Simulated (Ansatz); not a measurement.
# ZnCu2SnSe4: the band gap up the ladder of functionals

One table from this session's results is given with a row withheld; the runs are named, their logs left out.

Code: Ansatz 0.2.0. PAW datasets, plane waves. Calculated at 0 K for a non-magnetic cell.

### Starting point

The cell was relaxed beforehand with r2SCAN.

Space group I-4 (No. 82), tetragonal; conventional cell a = 5.699 Å, c = 11.383 Å, 23.11 Å³ an atom. Near Zn stand 4 Se at 2.46 Å; near Cu stand 4 Se at 2.41 Å; near Cu stand 4 Se at 2.42 Å; near Sn stand 4 Se at 2.58 Å; near Se stand 2 Cu at 2.41–2.42 Å and 1 Zn at 2.46 Å and 1 Sn at 2.58 Å.

Structure file:

```cif
data_structure
_symmetry_space_group_name_H-M 'I-4'
_symmetry_Int_Tables_number 82
_cell_length_a 5.6995
_cell_length_b 5.6995
_cell_length_c 11.3834
_cell_angle_alpha 90.000
_cell_angle_beta 90.000
_cell_angle_gamma 90.000
_cell_volume 369.78
loop_
_atom_site_label
_atom_site_type_symbol
_atom_site_symmetry_multiplicity
_atom_site_Wyckoff_symbol
_atom_site_fract_x
_atom_site_fract_y
_atom_site_fract_z
_atom_site_occupancy
Zn1 Zn 2 c 0.00000 0.50000 0.25000 1
Cu1 Cu 2 d 0.50000 0.00000 0.25000 1
Cu2 Cu 2 a 0.00000 0.00000 0.00000 1
Sn1 Sn 2 b 0.50000 0.50000 0.00000 1
Se1 Se 8 g 0.26674 0.25909 0.37007 1
```

The first run:

File input.yaml:

```yaml
crystal:
  lattice:
    - [-2.8497305688, 2.8497305688, 5.6916833127]
    - [2.8497305688, -2.8497305688, 5.6916833127]
    - [2.8497305688, 2.8497305688, -5.6916833127]
  atoms:
    - { symbol: Zn, position: [0.75, 0.25, 0.5] }
    - { symbol: Cu, position: [0.25, 0.75, 0.5] }
    - { symbol: Cu, position: [0.0, 0.0, 0.0] }
    - { symbol: Sn, position: [0.5, 0.5, 0.0] }
    - { symbol: Se, position: [0.6291533399, 0.6368073584, 0.5258262292] }
    - { symbol: Se, position: [0.1109811293, 0.1033271107, 0.4741737708] }
    - { symbol: Se, position: [0.8966728893, 0.3708466601, 0.0076540185] }
    - { symbol: Se, position: [0.3631926416, 0.8890188707, 0.9923459815] }
kpoints:
  mp_grid: { grid: [6, 6, 6] }
  band_path:
    path:
      - [[0.0, 0.0, 0.0], [-5.443133869623e-18, 5.443133869623e-18, 0.5], [0.25, 0.25, 0.25], [-1.66021966065e-17, 0.5, 1.66021966065e-17], [0.0, 0.0, 0.0], [0.5, 0.5, -0.5], [0.3126709322814, 0.6873290677186, -0.3126709322814]]
      - [[-0.3126709322814, 0.3126709322814, 0.3126709322814], [0.0, 0.0, 0.0]]
      - [[-5.443133869623e-18, 5.443133869623e-18, 0.5], [-0.1253418645628, 0.1253418645628, 0.5]]
      - [[0.5, 0.5, -0.1253418645628], [0.5, 0.5, -0.5]]
    npoints: 10
hamiltonian:
  xc: pbe
scf:
  occupations: { method: fermi_dirac, width: 0.02 }
  n_extra_bands: 6
output:
  forces: true
  stress: true
  eigenvalues: true
```

On the command line:

```console
$ ansatz run input.yaml --threads 8 --pin off --max-ram 20275MiB --backend cpu --events-out ev --progress --plain --runs-dir out
```

Steps of the session up to this table: Band structure with PBE; r2SCAN at the same geometry; HSE06; PBE+SOC; Single point with PBE0; LDA.

One of the session's tables, all rows but one given; the rest of the session is left out.

```
  level  gap (eV)
    PBE      0.02
 r2SCAN         ?
  HSE06      0.78
PBE+SOC      0.02
   PBE0      1.39
    LDA      0.02
```

Q: Estimate the row for r2SCAN from the others.

As computed: gap (eV): 0.08. In the column «gap (eV)» it lies between LDA (0.02) and HSE06 (0.78).

Meshes: PBE 6×6×6, r2SCAN 6×6×6, HSE06 4×4×4, PBE+SOC 6×6×6, PBE0 4×4×4, LDA 6×6×6

To keep in mind: Warnings in the runs' records: stress scf threshold loose, stress exchange threshold loose.
